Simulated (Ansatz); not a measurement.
# In: response to strain

Aim: deform In (equal xx and yy strain of +2 %) and compute stress, forces and field gradients with LAPW, PAW and all-electron datasets made for the crystal.

Method: DFT PBE, scalar-relativistic, in Ansatz 0.2.0.

## 1. The system as given

The structure is trigonal, space group R-3m (No. 166). The conventional cell has a = 3.339 Å, b = 3.339 Å, c = 24.622 Å, α = 90.00°, β = 90.00°, γ = 120.00°. In (site symmetry -3m) has 12 In at 3.34 to 3.35 Å as nearest neighbours. In (site symmetry 3m) has 12 In at 3.34 to 3.35 Å as nearest neighbours.

As a file:

```
CELL_PARAMETERS angstrom
1.66964 0.96397 8.20746
-1.66964 0.96397 8.20746
0.00000 -1.92793 8.20746
ATOMIC_POSITIONS crystal
In 0.00000 0.00000 0.00000
In 0.77801 0.77801 0.77801
In 0.22199 0.22199 0.22199
```

Atoms are numbered in the order of the input: In1, In2, In3.

## 2. The deformed structure

Space group R-3m before, R-3m after.

## 3. LAPW, all electrons

input.yaml

```yaml
crystal:
  lattice:
    - [1.7030295529, 0.9832445708, 8.20746325]
    - [-1.7030295529, 0.9832445708, 8.20746325]
    - [0.0, -1.9664891416, 8.20746325]
  atoms:
    - { symbol: In, position: [0.0, 0.0, 0.0] }
    - { symbol: In, position: [0.77801224, 0.77801224, 0.77801224] }
    - { symbol: In, position: [0.22198776, 0.22198776, 0.22198776] }
kpoints:
  mp_grid: { grid: [14, 14, 14] }
  band_path:
    path:
      - [0.0, 0.0, 0.0]
      - [0.5, 0.5, 0.5]
      - [0.8237654921, 0.1762345079, 0.5]
      - [0.5, -0.1762345079, 0.1762345079]
      - [0.5, 0.0, 0.0]
      - [0.0, 0.0, 0.0]
      - [0.338117254, -0.338117254, 0.0]
      - [0.661882746, 0.0, 0.338117254]
      - [0.5, 0.0, 0.5]
    npoints: 5
scf:
  occupations: { method: fermi_dirac, width: 0.05 }
hamiltonian:
  xc: pbe
  pseudopotentials: { kind: all_electron, lapw: { basis_error: 0.0005 } }
output:
  forces: true
  stress: true
  eigenvalues: true
```

The run is started by

```console
$ ansatz run input.yaml --threads 1 --pin off --max-ram 6144MiB --backend cpu --events-out ev --progress --plain --runs-dir out
```

## 4. PAW on the default files

input.yaml

```yaml
crystal:
  lattice:
    - [1.7030295529, 0.9832445708, 8.20746325]
    - [-1.7030295529, 0.9832445708, 8.20746325]
    - [0.0, -1.9664891416, 8.20746325]
  atoms:
    - { symbol: In, position: [0.0, 0.0, 0.0] }
    - { symbol: In, position: [0.77801224, 0.77801224, 0.77801224] }
    - { symbol: In, position: [0.22198776, 0.22198776, 0.22198776] }
kpoints:
  mp_grid: { grid: [14, 14, 14] }
scf:
  occupations: { method: fermi_dirac, width: 0.05 }
hamiltonian:
  xc: pbe
  pseudopotentials: { kind: paw }
output:
  forces: true
  stress: true
  eigenvalues: true
  efg: { contact_densities: true }
```

## 5. Datasets made for this crystal

input.yaml, as its differences from that of step 4:

```diff
@@ -15,3 +15,3 @@
   xc: pbe
-  pseudopotentials: { kind: paw }
+  pseudopotentials: { kind: all_electron, datasets: crystal }
 output:
```

(Steps that only read results are left out.)

Before running it: what results should come out? Wanted: pressure; largest shear or deviatoric stress.

**Answer**, as computed:

```
                                 quantity                                           value
                                 pressure  LAPW 0.18, PAW 0.18, crystal datasets 0.18 GPa
largest shear or deviatoric stress (LAPW)                                        0.31 GPa
```

The largest part of the stress beyond the pressure is 0.31 GPa in size, in the zz component; the atoms are carried along and not relaxed. No run of the undeformed cell stands beside it, so the pressure holds what the given cell had before the change. PAW: stress within 0.01 GPa of LAPW. Crystal datasets: stress within 0.01 GPa of LAPW.
